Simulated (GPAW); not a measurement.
C: relaxation of cell and atoms with PBEsol+D3(BJ)

The system is C.

```xyz
8
Lattice="2.5221 0.0000 0.0000 -1.2611 2.1842 0.0000 0.0000 0.0000 8.2371" Properties=species:S:1:pos:R:3 pbc="T T T"
C     1.2611    0.7281    6.9501
C     0.0000    1.4561    2.8315
C     1.2611    0.7281    5.4056
C     0.0000    1.4561    1.2870
C     0.0000    0.0000    7.4649
C     0.0000    0.0000    3.3463
C     0.0000    0.0000    4.8908
C     0.0000    0.0000    0.7722
```

This is a hexagonal form of diamond, not graphite.

```yaml
Program: GPAW 26.7.0
Task: relaxation of cell and atoms
Functional: PBEsol
Dispersion: D3(BJ)
Potentials_or_basis: PAW data sets generated in the run's folder for this functional
Cutoff: 800 eV
Basis: pw
k_mesh: 7 × 7 × 2
Occupations: fermi-dirac, width 0.05 eV
Spin: no spin polarisation
Target_pressure: 10 GPa
Maxiter: 150
Optimizer: BFGS
Fmax: 0.02 eV/Å
Max_steps: 40
Target_pressure: 10 GPa
```

```
Relaxed volume                                         : 5.45 Å³/atom
Relaxed cell                                           : a = 2.481 Å, b = 2.481 Å, c = 8.180 Å, α = 90.00°, β = 90.00°, γ = 120.00°
Space group after relaxing (to 0.05 Å)                 : P6_3/mmc (No. 194)
Energy change on relaxing (the enthalpy is what falls) : -0.6 meV/atom
Ionic steps                                            : 9
Pressure after relaxing                                : 10.0 GPa
Largest force after relaxing                           : 0.005 eV/Å
Band gap on the k mesh                                 : 4.49 eV, indirect (least direct gap 5.33 eV)
Dispersion energy per atom                             : -0.135 eV
```

Forces in eV/Å, atoms in the order of the input:
```
C    0.000  0.000  0.005
C    0.000  0.000  0.005
C    0.000  0.000 -0.005
C    0.000  0.000 -0.005
C    0.000  0.000  0.005
C    0.000  0.000  0.005
C    0.000  0.000 -0.005
C    0.000  0.000 -0.005
```

Stress tensor (GPa, compression positive):
```
 9.77  0.00  0.00
 0.00  9.77  0.00
 0.00  0.00 10.33
```

Step by step:
```tsv
step	energy change (eV)	largest force (eV/Å)	pressure (GPa)	volume (Å³)
1	0.0000	0.3304	-8.36	45.38
2	-0.0162	0.0908	-6.89	45.22
3	-0.0252	0.3444	-1.16	44.65
4	-0.0191	0.4054	3.93	44.16
5	-0.0027	0.2139	9.90	43.61
6	-0.0015	0.0371	10.50	43.55
7	-0.0034	0.0006	10.20	43.58
8	-0.0038	0.0022	10.12	43.59
9	-0.0047	0.0051	9.96	43.60
```

Final structure:
```cif
data_structure
_symmetry_space_group_name_H-M 'P 1'
_symmetry_Int_Tables_number 1
_cell_length_a 2.4809
_cell_length_b 2.4809
_cell_length_c 8.1802
_cell_angle_alpha 90.000
_cell_angle_beta 90.000
_cell_angle_gamma 120.000
_cell_volume 43.60
loop_
_atom_site_label
_atom_site_type_symbol
_atom_site_fract_x
_atom_site_fract_y
_atom_site_fract_z
_atom_site_occupancy
C1 C 0.66667 0.33333 0.84441 1
C2 C 0.33333 0.66667 0.34441 1
C3 C 0.66667 0.33333 0.65559 1
C4 C 0.33333 0.66667 0.15559 1
C5 C 0.00000 0.00000 0.90705 1
C6 C 0.00000 0.00000 0.40705 1
C7 C 0.00000 0.00000 0.59295 1
C8 C 0.00000 0.00000 0.09295 1
```

Levels at points of the mesh, in eV from the valence-band top:
| k point | band 14 | band 15 | band 16 | band 17 | band 18 | band 19 |
| --- | --- | --- | --- | --- | --- | --- |
| (0.00, 0.00, 0.00) | -0.26 | 0.00 | 0.00 | 5.33 | 5.33 | 5.54 |
| (0.00, 0.00, 0.50) | -0.69 | -0.69 | -0.69 | 6.13 | 6.13 | 6.13 |

Run time: 3.2 min on 1 thread of Arm Neoverse V1, with other jobs on the host, peak memory 0.29 GiB.

Caveat: the k mesh is coarse; later steps reuse the first step's grids; an odd mesh through Γ misses points on the zone boundary, where band edges often lie. PBEsol gaps usually lie below the measured ones, often by a third to a half.
